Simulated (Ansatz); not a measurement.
## Moving the share of exact exchange in ZnSe

It takes space group F-43m (No. 216, cubic). The conventional cell has a = 5.668 Å, b = 5.668 Å, c = 5.668 Å, α = 90.00°, β = 90.00°, γ = 90.00°. Se (site symmetry -43m) has 4 Zn at 2.45 Å as nearest neighbours. Zn (site symmetry -43m) is surrounded by 4 Se at 2.45 Å.

Kept alike: task single point; k mesh 5 × 5 × 5; occupations fermi-dirac, width 0.05 eV; no spin polarisation. Program: Ansatz, Ansatz PAW, cutoff 420 eV. The mesh is that of the run's cell of 2 atoms. No spin-orbit coupling.

```tsv
share of exact exchange, α	pressure (GPa)
0	2.19
0.1	1.77
0.15	?
0.25	1.21
0.35	0.90
0.5	0.51
```

Pressure is positive in compression, with a Pulay correction for the finite cutoff. All rows use potentials made for PBE. The mesh is thin for exact exchange.

Task: Fit the rows shown and predict the run at 0.15.

Result: A least-squares parabola through the rows shown is pressure = 2.202 α² - 4.464 α + 2.191 (largest miss 0.003); at α = 0.15 it gives 1.57 GPa. The run gave: pressure 1.57 GPa.
